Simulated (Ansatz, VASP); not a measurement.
# Y in VASP and in Ansatz

```
Y
1.0
     3.64257    0.00000    0.00000
    -1.82128    3.15456    0.00000
     0.00000    0.00000    5.87916
Y
2
Cartesian
  0.0000 2.1030 1.4698
  1.8213 1.0515 4.4094
```

Alike in both runs: task single point; functional LDA; k mesh 6 × 6 × 4; occupations gaussian, width 0.1 eV; no spin polarisation.

```csv
,VASP,Ansatz
version,VASP 6.6.1,Ansatz 0.2.0
potentials or method,"VASP PAW LDA potentials, release 64 (Y_sv)","scalar-relativistic, plane waves, PAW"
plane-wave cutoff (eV),520,600
valence electrons in the cell,22,22
```

```tsv
	VASP	Ansatz	Ansatz less VASP
gap on the k mesh at the Fermi level (eV)	none	none	-
pressure (GPa)	-4.5	-4.5	+0.07
largest component of the traceless stress (GPa)	1.59	1.61	+0.019
```

A gap of «none» marks a metal or a gap that the smearing closes. Ansatz warned: «pseudo_functional_mismatch».
